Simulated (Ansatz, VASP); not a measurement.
**TiC: VASP beside Ansatz**

```xyz
2
Lattice="0.0000 2.1424 2.1640 2.1424 0.0000 2.1640 2.1424 2.1424 0.0000" Properties=species:S:1:pos:R:3 pbc="T T T"
Ti    0.0000    0.0000    0.0000
C     2.1424    2.1424    2.1640
```

Change from the starting cell: x and y stretched by -1 %, z held.

Alike in both runs: task single point; functional PBE; k mesh 16 × 16 × 16; occupations fermi-dirac, width 0.03 eV; no spin polarisation.

|  | VASP | Ansatz |
| --- | --- | --- |
| version | VASP 6.6.1 | Ansatz 0.2.0 |
| potentials or method | VASP PAW PBE potentials, release 64 (Ti_sv, C), cutoff 520 eV | all-electron LAPW, scalar-relativistic |

VASP gave:

```
pressure (GPa)                                  : 6.4
largest component of the traceless stress (GPa) : 2.73
```

**Question.** Estimate Ansatz's values.

**Answer.** Pressure (GPa): 6.2; largest component of the traceless stress (GPa): 2.72.

Ansatz ran all-electron here, so the differences hold the error of VASP's frozen core and of both bases.
